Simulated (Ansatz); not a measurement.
# Si63N defect cell: relaxing the atoms and single point, part 2 of 2

Aim: for Si63N defect cell, 2 runs in a chain (relaxing the atoms and single point).

Ansatz 0.2.0; DFT PBE, scalar-relativistic, plane waves, PAW, and further levels as typed in the inputs.

**3. Single point: HSE06**

It takes the final geometry of step 2.

The input, input.yaml:

```yaml
crystal:
  lattice:
    - [10.862, 0.0, 0.0]
    - [0.0, 10.862, 0.0]
    - [0.0, 0.0, 10.862]
  atoms:
    - { symbol: "N", position: [0.9724831798, 0.9724831798, 0.9724831798] }
    - { symbol: Si, position: [0.001361022, 0.25213556, 0.25213556] }
    - { symbol: Si, position: [0.25213556, 0.001361022, 0.25213556] }
    - { symbol: Si, position: [0.25213556, 0.25213556, 0.001361022] }
    - { symbol: Si, position: [0.1321808695, 0.1321808695, 0.1321808695] }
    - { symbol: Si, position: [0.1265172193, 0.3773677308, 0.3773677308] }
    - { symbol: Si, position: [0.3773677308, 0.1265172193, 0.3773677308] }
    - { symbol: Si, position: [0.3773677308, 0.3773677308, 0.1265172193] }
    - { symbol: Si, position: [-0.0008564412, -0.0008564412, 0.4992193303] }
    - { symbol: Si, position: [5.77875e-05, 0.2389381988, 0.7586209885] }
    - { symbol: Si, position: [0.2389381988, 5.77875e-05, 0.7586209885] }
    - { symbol: Si, position: [0.2505044578, 0.2505044578, 0.5014819084] }
    - { symbol: Si, position: [0.1245119958, 0.1245119958, 0.6245047311] }
    - { symbol: Si, position: [0.1243813906, 0.3729560896, 0.8756127914] }
    - { symbol: Si, position: [0.3729560896, 0.1243813906, 0.8756127914] }
    - { symbol: Si, position: [0.3754840186, 0.3754840186, 0.6266769622] }
    - { symbol: Si, position: [-0.0008564412, 0.4992193303, -0.0008564412] }
    - { symbol: Si, position: [5.77875e-05, 0.7586209885, 0.2389381988] }
    - { symbol: Si, position: [0.2505044578, 0.5014819084, 0.2505044578] }
    - { symbol: Si, position: [0.2389381988, 0.7586209885, 5.77875e-05] }
    - { symbol: Si, position: [0.1245119958, 0.6245047311, 0.1245119958] }
    - { symbol: Si, position: [0.1243813906, 0.8756127914, 0.3729560896] }
    - { symbol: Si, position: [0.3754840186, 0.6266769622, 0.3754840186] }
    - { symbol: Si, position: [0.3729560896, 0.8756127914, 0.1243813906] }
    - { symbol: Si, position: [-0.0009585077, 0.5015585428, 0.5015585428] }
    - { symbol: Si, position: [-0.0032850479, 0.7511270648, 0.7511270648] }
    - { symbol: Si, position: [0.2482871883, 0.4997258032, 0.7507947168] }
    - { symbol: Si, position: [0.2482871883, 0.7507947168, 0.4997258032] }
    - { symbol: Si, position: [0.1245506353, 0.6268886025, 0.6268886025] }
    - { symbol: Si, position: [0.0954552183, 0.8881329015, 0.8881329015] }
    - { symbol: Si, position: [0.3692647421, 0.6286903171, 0.8760734087] }
    - { symbol: Si, position: [0.3692647421, 0.8760734087, 0.6286903171] }
    - { symbol: Si, position: [0.4992193303, -0.0008564412, -0.0008564412] }
    - { symbol: Si, position: [0.5014819084, 0.2505044578, 0.2505044578] }
    - { symbol: Si, position: [0.7586209885, 5.77875e-05, 0.2389381988] }
    - { symbol: Si, position: [0.7586209885, 0.2389381988, 5.77875e-05] }
    - { symbol: Si, position: [0.6245047311, 0.1245119958, 0.1245119958] }
    - { symbol: Si, position: [0.6266769622, 0.3754840186, 0.3754840186] }
    - { symbol: Si, position: [0.8756127914, 0.1243813906, 0.3729560896] }
    - { symbol: Si, position: [0.8756127914, 0.3729560896, 0.1243813906] }
    - { symbol: Si, position: [0.5015585428, -0.0009585077, 0.5015585428] }
    - { symbol: Si, position: [0.4997258032, 0.2482871883, 0.7507947168] }
    - { symbol: Si, position: [0.7511270648, -0.0032850479, 0.7511270648] }
    - { symbol: Si, position: [0.7507947168, 0.2482871883, 0.4997258032] }
    - { symbol: Si, position: [0.6268886025, 0.1245506353, 0.6268886025] }
    - { symbol: Si, position: [0.6286903171, 0.3692647421, 0.8760734087] }
    - { symbol: Si, position: [0.8881329015, 0.0954552183, 0.8881329015] }
    - { symbol: Si, position: [0.8760734087, 0.3692647421, 0.6286903171] }
    - { symbol: Si, position: [0.5015585428, 0.5015585428, -0.0009585077] }
    - { symbol: Si, position: [0.4997258032, 0.7507947168, 0.2482871883] }
    - { symbol: Si, position: [0.7507947168, 0.4997258032, 0.2482871883] }
    - { symbol: Si, position: [0.7511270648, 0.7511270648, -0.0032850479] }
    - { symbol: Si, position: [0.6268886025, 0.6268886025, 0.1245506353] }
    - { symbol: Si, position: [0.6286903171, 0.8760734087, 0.3692647421] }
    - { symbol: Si, position: [0.8760734087, 0.6286903171, 0.3692647421] }
    - { symbol: Si, position: [0.8881329015, 0.8881329015, 0.0954552183] }
    - { symbol: Si, position: [0.4994028187, 0.4994028187, 0.4994028187] }
    - { symbol: Si, position: [0.4963386896, 0.7485067461, 0.7485067461] }
    - { symbol: Si, position: [0.7485067461, 0.4963386896, 0.7485067461] }
    - { symbol: Si, position: [0.7485067461, 0.7485067461, 0.4963386896] }
    - { symbol: Si, position: [0.6240122346, 0.6240122346, 0.6240122346] }
    - { symbol: Si, position: [0.6221531771, 0.8726881776, 0.8726881776] }
    - { symbol: Si, position: [0.8726881776, 0.6221531771, 0.8726881776] }
    - { symbol: Si, position: [0.8726881776, 0.8726881776, 0.6221531771] }
scf:
  occupations: { method: gaussian, width: 0.02 }
output:
  forces: true
  stress: false
  eigenvalues: true
kpoints:
  mp_grid: { grid: [2, 2, 2] }
hamiltonian:
  xc: hse06
magnetization:
  spin_polarized: true
  initial_magnetization: 1
  spin_locking: { lock_magnetization: hard }
```

Launch:

```
$ ansatz run input.yaml --threads 8 --pin off --max-ram 32768MiB --backend cpu --events-out ev --progress --plain --runs-dir out
```

Log, cut to the lines that bear on the results:

```text
Warning: RAYON_NUM_THREADS=8 ignored (pool sized by the plan → 8); use --threads N
[...]
Pseudopotentials: kind: paw
Pseudopotential: N, paw, valence charge 5, recommended cutoff 420 eV (normal), N.paw.azcp
Pseudopotential: Si, paw, valence charge 4, recommended cutoff 420 eV (normal), Si.paw.azcp
Functional definition: HSE06
[...]
Crystal: 64 atoms, lattice volume = 1281.532 Å³
Basis set: ecut = 420 eV, 25173 PW (Γ), exchange–correlation on 150×150×150 points (8 copies of the dense FFT grid, shifted against one another)
Bands: 193, of which v1, the nominal top of the filled ones, is band 129 counted from 1 (128 counted from 0)
Symmetry: 6 space group operations
Space group: R3m (ITA 160), of the structure as read, at distance tolerance 1.1e-4 Å
Magnetic group: BNS 160.65 (UNI 1295), of the structure as read, at distance tolerance 1.1e-4 Å
k-points: 4 of 8
[...]
Starting moments: Σ|m| = 1 μB on 64 of 64 sites
[...]
hybrid SCF converged: 2 outer / 15 inner (+17 warm-up), last move |dexx| = 5.14e-6 eV, tail = 6.89e-9 eV
Magnetization: 1.0000 μB (129.0000 up, 128.0000 down)
Absolute magnetization: 1.1861 μB (∫|ρ↑−ρ↓|, with the PAW one-centre terms)
Spin contamination: 0.0082 ħ² per cell (⟨S²⟩ above its minimum at these occupations)
[...]
Free energy (F): -40468.425262 eV
Frozen-core exchange: fock
[...]
E sigma→0 (E₀):  -40468.425262 eV
Fermi energy:    6.250873 (↑ 6.439653, ↓ 6.194141) eV
[...]
--- Forces (eV/Å), atoms counted from 1 ---
  atom   1  N     -0.10686886    -0.10686886    -0.10686886
  atom   2  Si     0.00364672     0.02654111     0.02654111
  atom   3  Si     0.02654111     0.00364672     0.02654111
  atom   4  Si     0.02654111     0.02654111     0.00364672
  atom   5  Si     0.05563522     0.05563522     0.05563522
  atom   6  Si    -0.03837044    -0.00573239    -0.00573239
  atom   7  Si    -0.00573239    -0.03837044    -0.00573239
  atom   8  Si    -0.00573239    -0.00573239    -0.03837044
[...]
--- Band table (eV; the first three rows and the last of 8) ---
[...]
```

Run time: 14 min. Hardware: 8 threads of Arm Neoverse V2, shared host; peak memory 28 GiB.

**4. Results**

The summary covers parts 1 to 2.

```
step  level  energy (eV)  gap on the mesh (eV)  moment (μB/cell)  largest site moment (μB)     time
   2    PBE   -40438.304                  0.00              1.00                      0.17  4.6 min
   3  HSE06   -40468.425                  0.62              1.00                      0.21   14 min
```

Totals of different systems or levels have different zeros; only balanced differences at one level mean anything.

**Reading.** The rows set the runs side by side; convergence of the settings was not tested in this session.
